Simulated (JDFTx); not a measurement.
# AlN (P6_3mc) in JDFTx: notebook

The runs below take AlN through single point, with PBE, LDA, PBEsol.

Everything below comes from runs of JDFTx 1.7.0 (patched build). Logs are shortened: lines on timing, memory, paths and dates and some standing lists are left out, and cuts for length are marked. The log counts tension as positive stress, the text compression.

**What was measured.**

From “Structural and optical properties of self-assembled AlN nanowires grown on SiO2/Si substrates by molecular beam epitaxy”, 2024, arxiv:2402.00216, for a bulk crystal of AlN at 0 K: band gap 6.0343 eV (an exciton energy, a little under the gap).

From “Self-assembly of well-separated AlN nanowires directly on sputtered metallic TiN films”, 2019, arxiv:1910.07391, for a bulk crystal of AlN at 10 K: band gap 6.034 eV (an exciton energy, a little under the gap).

The runs below are set against these values where they give the same quantity.

## Step 1: Starting point

Symmetry: P6_3mc, No. 186, hexagonal system. Conventional cell: a = 3.113 Å, b = 3.113 Å, c = 4.981 Å, α = 90.00°, β = 90.00°, γ = 120.00°. Al (site symmetry 3m) has 4 N at 1.89 Å as nearest neighbours. N (site symmetry 3m) is surrounded by 4 Al at 1.89 Å.

## Step 2: Single point, PBE

Input file AlN.in:

```
lattice Hexagonal 5.8827174260 9.4127258268
coords-type Lattice
ion Al     0.6666666667     0.3333333333     0.5000000000 1
ion Al     0.3333333333     0.6666666667     0.0000000000 1
ion N      0.6666666667     0.3333333333     0.8800000000 1
ion N      0.3333333333     0.6666666667     0.3800000000 1

ion-species pseudo/Al.upf
ion-species pseudo/N.upf
elec-cutoff 42 336
elec-ex-corr gga-PBE
kpoint-folding 5 5 3
elec-smearing Fermi 0.0018374661
elec-n-bands 14
electronic-SCF nIterations 100 energyDiffThreshold 1e-09
electronic-minimize nIterations 30 energyDiffThreshold 1e-7
converge-empty-states yes
forces-output-coords Cartesian

dump-name run.$VAR
dump End Ecomponents EigStats BandEigs Kpoints Forces Stress State
```

Potentials or basis: PseudoDojo-SR-PBE-0.5-standard.

Started as:

```sh
jdftx -c 1 -i AlN.in -o AlN.out
```

What it wrote:

```text
*************** JDFTx 1.7.0 (patched build) ***************

Input parsed successfully to the following command list (including defaults):
[... the input with its defaults ...]

---------- Setting up symmetries ----------

Found 24 point-group symmetries of the bravais lattice
Found 12 space-group symmetries with basis
Applied RMS atom displacement 3.39639e-10 bohrs to make symmetries exact.

---------- Initializing the Grid ----------
R =
[      5.88272     -2.94136            0  ]
[            0      5.09458            0  ]
[            0            0      9.41273  ]
unit cell volume = 282.099
G =
[    1.06808   0.616654         -0  ]
[          0    1.23331          0  ]
[          0         -0    0.66752  ]
Minimum fftbox size, Smin = [  52  52  80  ]
Chosen fftbox size, S = [  54  54  80  ]

---------- Initializing tighter grid for wavefunction operations ----------
R =
[      5.88272     -2.94136            0  ]
[            0      5.09458            0  ]
[            0            0      9.41273  ]
unit cell volume = 282.099
G =
[    1.06808   0.616654         -0  ]
[          0    1.23331          0  ]
[          0         -0    0.66752  ]
Minimum fftbox size, Smin = [  36  36  56  ]
Chosen fftbox size, S = [  36  36  56  ]

---------- Exchange Correlation functional ----------
Initalized PBE GGA exchange.
Initalized PBE GGA correlation.

---------- Setting up pseudopotentials ----------
Width of ionic core gaussian charges (only for fluid interactions / plotting) set to 0

Reading pseudopotential file 'pseudo/Al.upf':
  'Al' pseudopotential, 'PBE' functional
  Generated using ONCVPSP code by D. R. Hamann
  3 valence electrons, 2 orbitals, 6 projectors, 1001 radial grid points, with lMax = 2
    3S    l: 0   occupation:  2.0   eigenvalue: -0.284914
    3P    l: 1   occupation:  1.0   eigenvalue: -0.099668
  Core radius for overlap checks: 1.74 bohrs.

Reading pseudopotential file 'pseudo/N.upf':
  'N' pseudopotential, 'PBE' functional
  Generated using ONCVPSP code by D. R. Hamann
  5 valence electrons, 2 orbitals, 4 projectors, 1001 radial grid points, with lMax = 1
    2S    l: 0   occupation:  2.0   eigenvalue: -0.682907
    2P    l: 1   occupation:  3.0   eigenvalue: -0.260548
  Core radius for overlap checks: 1.31 bohrs.

Initialized 2 species with 4 total atoms.

Folded 1 k-points by 5x5x3 to 75 k-points.

---------- Setting up k-points, bands, fillings ----------
Adding inversion symmetry to k-mesh for non-inversion-symmetric unit cell.
Reduced to 10 k-points under symmetry.
Computing the number of bands and number of electrons
Calculating initial fillings.
nElectrons:  16.000000   nBands: 14   nStates: 10

----- Setting up reduced wavefunction bases (one per k-point) -----
average nbasis = 3666.867 , ideal nbasis = 3667.499

---------- Setting up ewald sum ----------
Optimum gaussian width for ewald sums = 2.076670 bohr.
Real space sum over 1089 unit cells with max indices [  5  5  4  ]
Reciprocal space sum over 2873 terms with max indices [  6  6  8  ]

---------- Allocating electronic variables ----------
Initializing wave functions:  linear combination of atomic orbitals
Al pseudo-atom occupations:   s ( 2 )  p ( 1 )
N pseudo-atom occupations:   s ( 2 )  p ( 3 )
	FillingsUpdate:  mu: +0.539736851  nElectrons: 16.000000
LCAOMinimize: Iter:   0  F: -23.8724511028507820  |grad|_K:  2.216e-02  alpha:  1.000e+00
	FillingsUpdate:  mu: +0.371716115  nElectrons: 16.000000
LCAOMinimize: Iter:   1  F: -24.1865084363857505  |grad|_K:  1.515e-03  alpha:  3.900e-01  linmin: -5.642e-01  cgtest:  9.243e-01
LCAOMinimize: Encountered beta<0, resetting CG.
[... 5 lines of inner loops ...]
LCAOMinimize: Iter:   4  F: -24.1878481028834287  |grad|_K:  4.222e-07  alpha:  4.018e-01  linmin:  8.578e-05  cgtest:  9.646e-03
	FillingsUpdate:  mu: +0.358592922  nElectrons: 16.000000
LCAOMinimize: Iter:   5  F: -24.1878481031179220  |grad|_K:  4.476e-08  alpha:  9.014e-01  linmin: -5.440e-02  cgtest:  1.001e-01
LCAOMinimize: Converged (|Delta F|<1.000000e-06 for 2 iters).

-------- Electronic minimization -----------
Will mix electronic density at each iteration.
	FillingsUpdate:  mu: +0.358592922  nElectrons: 16.000000
	FillingsUpdate:  mu: +0.331321508  nElectrons: 16.000000
SCF: Cycle:  0   F: -24.328255372550245   dF: -1.404e-01   |Residual|: 1.268e-01   |deigs|: 5.834e-02
	FillingsUpdate:  mu: +0.300000000  nElectrons: 16.000000
SCF: Cycle:  1   F: -24.338775931351257   dF: -1.052e-02   |Residual|: 3.901e-02   |deigs|: 1.255e-02
	FillingsUpdate:  mu: +0.300000000  nElectrons: 16.000000
SCF: Cycle:  2   F: -24.339006885546009   dF: -2.310e-04   |Residual|: 1.459e-02   |deigs|: 9.283e-04
	FillingsUpdate:  mu: +0.300000000  nElectrons: 16.000000
SCF: Cycle:  3   F: -24.339053127055269   dF: -4.624e-05   |Residual|: 2.917e-03   |deigs|: 1.828e-03
	FillingsUpdate:  mu: +0.300000000  nElectrons: 16.000000
SCF: Cycle:  4   F: -24.339056942568071   dF: -3.816e-06   |Residual|: 1.565e-03   |deigs|: 3.060e-04
	FillingsUpdate:  mu: +0.300000000  nElectrons: 16.000000
SCF: Cycle:  5   F: -24.339059158319376   dF: -2.216e-06   |Residual|: 1.043e-04   |deigs|: 2.023e-04
	FillingsUpdate:  mu: +0.300000000  nElectrons: 16.000000
SCF: Cycle:  6   F: -24.339059454725511   dF: -2.964e-07   |Residual|: 1.504e-04   |deigs|: 7.177e-05
	FillingsUpdate:  mu: +0.300000000  nElectrons: 16.000000
SCF: Cycle:  7   F: -24.339059598995753   dF: -1.443e-07   |Residual|: 2.509e-05   |deigs|: 9.004e-05
	FillingsUpdate:  mu: +0.300000000  nElectrons: 16.000000
SCF: Cycle:  8   F: -24.339059634643956   dF: -3.565e-08   |Residual|: 1.327e-05   |deigs|: 5.965e-05
	FillingsUpdate:  mu: +0.300000000  nElectrons: 16.000000
SCF: Cycle:  9   F: -24.339059651489752   dF: -1.685e-08   |Residual|: 9.247e-06   |deigs|: 5.253e-05
	FillingsUpdate:  mu: +0.300000000  nElectrons: 16.000000
SCF: Cycle: 10   F: -24.339059656375838   dF: -4.886e-09   |Residual|: 3.666e-06   |deigs|: 5.633e-05
	FillingsUpdate:  mu: +0.300000000  nElectrons: 16.000000
SCF: Cycle: 11   F: -24.339059658715477   dF: -2.340e-09   |Residual|: 1.061e-06   |deigs|: 1.033e-04
	FillingsUpdate:  mu: +0.300000000  nElectrons: 16.000000
SCF: Cycle: 12   F: -24.339059659331376   dF: -6.159e-10   |Residual|: 1.417e-06   |deigs|: 3.511e-05
	FillingsUpdate:  mu: +0.300000000  nElectrons: 16.000000
SCF: Cycle: 13   F: -24.339059659634135   dF: -3.028e-10   |Residual|: 2.274e-07   |deigs|: 2.361e-05
SCF: Converged (|Delta E|<1.000000e-09 for 2 iters).

Setting wave functions to eigenvectors of Hamiltonian
Converging empty states (this may take a while):
EmptyStates: None of the convergence criteria satisfied.
|deigs|: 5.566e-04

# Stress tensor in Cartesian coordinates [Eh/a0^3]:
[ -9.59818e-05            0            0  ]
[            0 -9.59818e-05            0  ]
[            0            0 -0.000149273  ]

# Ionic positions in lattice coordinates:
ion Al   0.666666666666667   0.333333333333333   0.500000000000000 1
ion Al   0.333333333333333   0.666666666666667   0.000000000000000 1
ion N   0.666666666666667   0.333333333333333   0.880000000000000 1
ion N   0.333333333333333   0.666666666666667   0.380000000000000 1

# Forces in Cartesian coordinates:
force Al   0.000000000000000   0.000000000000000  -0.002597627735568 1
force Al  -0.000000000000000  -0.000000000000000  -0.002597627735568 1
force N   0.000000000000000   0.000000000000000   0.002598208220042 1
force N   0.000000000000000   0.000000000000000   0.002598208220042 1

# Energy components:
   Eewald =      -21.7432241418257419
       EH =        5.6911380765922113
     Eloc =      -16.0729389757783601
      Enl =       -1.3448453723119136
      Exc =       -8.4989177396571378
 Exc_core =        1.2492274786778996
       KE =       16.3805010146697789
-------------------------------------
     Etot =      -24.3390596596332678
       TS =        0.0000000000008683
-------------------------------------
        F =      -24.3390596596341346

IonicMinimize: Iter:   0  F: -24.339059659634135  |grad|_K:  1.500e-03
IonicMinimize: None of the convergence criteria satisfied after 0 iterations.

#--- Lowdin population analysis ---
# oxidation-state Al +1.087 +1.087
# oxidation-state N -1.024 -1.024

Dumping 'run.eigStats' ...
	eMin: -0.295299 at state 0 ( [ +0.000000 +0.000000 +0.000000 ] spin 0 )
	HOMO: +0.261298 at state 0 ( [ +0.000000 +0.000000 +0.000000 ] spin 0 )
	mu  : +0.300000
	LUMO: +0.416360 at state 0 ( [ +0.000000 +0.000000 +0.000000 ] spin 0 )
	eMax: +0.745457 at state 0 ( [ +0.000000 +0.000000 +0.000000 ] spin 0 )
	HOMO-LUMO gap: +0.155063
	Optical gap  : +0.155063 at state 0 ( [ +0.000000 +0.000000 +0.000000 ] spin 0 )
WARNING: the last solve of the electrons (or of bands or displaced states from it) ended unconverged.
Done!
[note: mu as printed may lie anywhere between the filled and the empty levels]
```

Run time: 35 s. Hardware: 1 thread of Arm Neoverse V1, shared host; peak memory 0.12 GiB.

What came out:

* Free energy: -662.2996 eV
* Pressure: 3.3 GPa
* Largest force: 0.134 eV/Å
* Band gap on the k mesh: 4.22 eV, direct
* Loewdin charges: Al +1.09; N -1.02 e

Forces on the atoms (eV/Å):
```
Al   0.000  0.000 -0.134
Al   0.000  0.000 -0.134
N    0.000  0.000  0.134
N    0.000  0.000  0.134
```

Stress tensor (GPa, compression positive):
```
2.82 0.00 0.00
0.00 2.82 0.00
0.00 0.00 4.39
```

Caveat: the k mesh is coarse (spacing up to 0.47 Å⁻¹), so the values aren't converged; the empty levels aren't tightly converged. A hybrid or GW would open this gap; PBE tends to underestimate it.

## Step 3: Single point, PBE

AlN.in: that of step 2 with these lines changed.

```diff
@@ -1,2 +1,5 @@
-lattice Hexagonal 5.8827174260 9.4127258268
+lattice \
+    5.8827174260    -2.9413587130     0.0000000000 \
+    0.0000000000     5.0945827342     0.0000000000 \
+    0.0000000000     0.0000000000     9.4127258268
 coords-type Lattice
@@ -20,2 +23,2 @@
 dump-name run.$VAR
-dump End Ecomponents EigStats BandEigs Kpoints Forces Stress State
+dump End Ecomponents EigStats BandEigs Kpoints Forces Stress State ElecDensity Dtot KEdensity
```

Potentials or basis: PseudoDojo-SR-PBE-0.5-standard with smoothed tails.

Started as:

```sh
jdftx -c 1 -i AlN.in -o AlN.out
```

What it wrote:

```text
*************** JDFTx 1.7.0 (patched build) ***************

Input parsed successfully to the following command list (including defaults):
[... the input with its defaults ...]

---------- Setting up symmetries ----------

Found 24 point-group symmetries of the bravais lattice
Found 12 space-group symmetries with basis
Applied RMS atom displacement 3.39639e-10 bohrs to make symmetries exact.

---------- Initializing the Grid ----------
R =
[      5.88272     -2.94136            0  ]
[            0      5.09458            0  ]
[            0            0      9.41273  ]
unit cell volume = 282.099
G =
[    1.06808   0.616654         -0  ]
[          0    1.23331          0  ]
[          0         -0    0.66752  ]
Minimum fftbox size, Smin = [  52  52  80  ]
Chosen fftbox size, S = [  54  54  80  ]

---------- Initializing tighter grid for wavefunction operations ----------
R =
[      5.88272     -2.94136            0  ]
[            0      5.09458            0  ]
[            0            0      9.41273  ]
unit cell volume = 282.099
G =
[    1.06808   0.616654         -0  ]
[          0    1.23331          0  ]
[          0         -0    0.66752  ]
Minimum fftbox size, Smin = [  36  36  56  ]
Chosen fftbox size, S = [  36  36  56  ]

---------- Exchange Correlation functional ----------
Initalized PBE GGA exchange.
[... 78 lines left out ...]
	FillingsUpdate:  mu: +0.300000000  nElectrons: 16.000000
SCF: Cycle: 10   F: -24.338934387134778   dF: -4.886e-09   |Residual|: 3.665e-06   |deigs|: 5.633e-05
	FillingsUpdate:  mu: +0.300000000  nElectrons: 16.000000
SCF: Cycle: 11   F: -24.338934389474094   dF: -2.339e-09   |Residual|: 1.060e-06   |deigs|: 1.033e-04
	FillingsUpdate:  mu: +0.300000000  nElectrons: 16.000000
SCF: Cycle: 12   F: -24.338934390089577   dF: -6.155e-10   |Residual|: 1.417e-06   |deigs|: 3.511e-05
	FillingsUpdate:  mu: +0.300000000  nElectrons: 16.000000
SCF: Cycle: 13   F: -24.338934390392843   dF: -3.033e-10   |Residual|: 2.275e-07   |deigs|: 2.360e-05
SCF: Converged (|Delta E|<1.000000e-09 for 2 iters).

Setting wave functions to eigenvectors of Hamiltonian
Converging empty states (this may take a while):
EmptyStates: None of the convergence criteria satisfied.
|deigs|: 5.565e-04

# Stress tensor in Cartesian coordinates [Eh/a0^3]:
[ -9.63509e-05            0            0  ]
[            0 -9.63509e-05            0  ]
[            0            0 -0.000149607  ]

# Ionic positions in lattice coordinates:
ion Al   0.666666666666667   0.333333333333333   0.500000000000000 1
ion Al   0.333333333333333   0.666666666666667   0.000000000000000 1
ion N   0.666666666666667   0.333333333333333   0.880000000000000 1
ion N   0.333333333333333   0.666666666666667   0.380000000000000 1

# Forces in Cartesian coordinates:
force Al  -0.000000000000000   0.000000000000000  -0.002596839770960 1
force Al   0.000000000000000   0.000000000000000  -0.002596839770960 1
force N  -0.000000000000000   0.000000000000000   0.002597420496008 1
force N   0.000000000000000  -0.000000000000000   0.002597420496008 1

# Energy components:
   Eewald =      -21.7432241418277208
       EH =        5.6911418171737882
     Eloc =      -16.0728196859619139
      Enl =       -1.3448480701078500
      Exc =       -8.4989186421811738
 Exc_core =        1.2492274786778994
       KE =       16.3805068538349907
-------------------------------------
     Etot =      -24.3389343903919730
       TS =        0.0000000000008720
-------------------------------------
        F =      -24.3389343903928435

IonicMinimize: Iter:   0  F: -24.338934390392843  |grad|_K:  1.499e-03
IonicMinimize: None of the convergence criteria satisfied after 0 iterations.

#--- Lowdin population analysis ---
# oxidation-state Al +1.087 +1.087
# oxidation-state N -1.024 -1.024

Dumping 'run.eigStats' ...
	eMin: -0.295291 at state 0 ( [ +0.000000 +0.000000 +0.000000 ] spin 0 )
	HOMO: +0.261306 at state 0 ( [ +0.000000 +0.000000 +0.000000 ] spin 0 )
	mu  : +0.300000
	LUMO: +0.416368 at state 0 ( [ +0.000000 +0.000000 +0.000000 ] spin 0 )
	eMax: +0.745465 at state 0 ( [ +0.000000 +0.000000 +0.000000 ] spin 0 )
	HOMO-LUMO gap: +0.155063
	Optical gap  : +0.155063 at state 0 ( [ +0.000000 +0.000000 +0.000000 ] spin 0 )
WARNING: the last solve of the electrons (or of bands or displaced states from it) ended unconverged.
Done!
[note: mu as printed may lie anywhere between the filled and the empty levels]
```

Run time: 28 s. Hardware: 1 thread of Arm Neoverse V2, shared host; peak memory 0.12 GiB.

Results:

```
Free energy            : -662.2961 eV
Pressure               : 3.4 GPa
Largest force          : 0.134 eV/Å
Band gap on the k mesh : 4.22 eV, direct
Loewdin charges        : Al +1.09; N -1.02 e
```

Forces in eV/Å, atoms in the order of the input:
```
Al   0.000  0.000 -0.134
Al   0.000  0.000 -0.134
N    0.000  0.000  0.134
N    0.000  0.000  0.134
```

Stress tensor (GPa, compression positive):
```
2.83 0.00 0.00
0.00 2.83 0.00
0.00 0.00 4.40
```

Levels at points of the mesh, in eV from the valence-band top:
```tsv
k point	band 6	band 7	band 8	band 9	band 10
(0.00, 0.00, 0.00)	-0.18	-0.18	0.00	4.22	6.67
```

Caveat: the k mesh is coarse (spacing up to 0.47 Å⁻¹), so the values aren't converged; the empty levels aren't tightly converged. Expect the measured gap to be larger: semilocal functionals such as PBE lack the derivative discontinuity.

## Step 4: Single point, LDA

Input file AlN.in:

```
include AlN.lattice
coords-type Lattice
include AlN.ionpos

ion-species pseudo/Al.upf
ion-species pseudo/N.upf
elec-cutoff 42 336
elec-ex-corr lda-PW
kpoint-folding 10 10 6
elec-smearing Fermi 0.0018374661
elec-n-bands 14
electronic-SCF nIterations 100 energyDiffThreshold 1e-09
electronic-minimize nIterations 30 energyDiffThreshold 1e-7
converge-empty-states yes
forces-output-coords Cartesian

dump-name run.$VAR
dump End Ecomponents EigStats BandEigs Kpoints Forces Stress ElecDensity
```

Input file AlN.lattice:

```
lattice \
    5.8827174260    -2.9413587130     0.0000000000 \
    0.0000000000     5.0945827342     0.0000000000 \
    0.0000000000     0.0000000000     9.4127258268
```

Input file AlN.ionpos:

```
ion Al     0.6666666667     0.3333333333     0.5000000000 1
ion Al     0.3333333333     0.6666666667     0.0000000000 1
ion N      0.6666666667     0.3333333333     0.8800000000 1
ion N      0.3333333333     0.6666666667     0.3800000000 1
```

Potentials or basis: PseudoDojo-SR-LDA-0.4.1-standard.

Started as:

```sh
jdftx -c 1 -i AlN.in -o AlN.out
```

Wall time 2.1 min (1 thread of Arm Neoverse V2, shared host); peak memory 0.26 GiB.

Results (log left out):

```
Free energy            : -666.0543 eV
Pressure               : -5.8 GPa
Largest force          : 0.114 eV/Å
Band gap on the k mesh : 4.26 eV, direct
Loewdin charges        : Al +1.07; N -1.00 e
```

Forces on the atoms (eV/Å):
```
Al   0.000  0.000 -0.114
Al   0.000  0.000 -0.114
N    0.000  0.000  0.114
N    0.000  0.000  0.114
```

Stress tensor (GPa, compression positive):
```
-6.44  0.00  0.00
 0.00 -6.44  0.00
 0.00  0.00 -4.66
```

Levels at points of the mesh, in eV from the valence-band top:
| k point | band 4 | band 5 | band 6 | band 7 | band 8 | band 9 |
| --- | --- | --- | --- | --- | --- | --- |
| (0.00, 0.00, 0.00) | -0.84 | -0.84 | -0.18 | -0.18 | 0.00 | 4.26 |
| (0.00, 0.00, 0.50) | -3.31 | -0.52 | -0.52 | -0.52 | -0.52 | 6.43 |
| (0.00, 0.50, 0.00) | -4.16 | -3.36 | -2.08 | -1.79 | -0.66 | 5.70 |
| (0.00, 0.50, 0.50) | -5.62 | -1.45 | -1.45 | -1.36 | -1.36 | 5.24 |

Caveat: the empty levels aren't tightly converged.

(Part 1 of 2 ends here.)
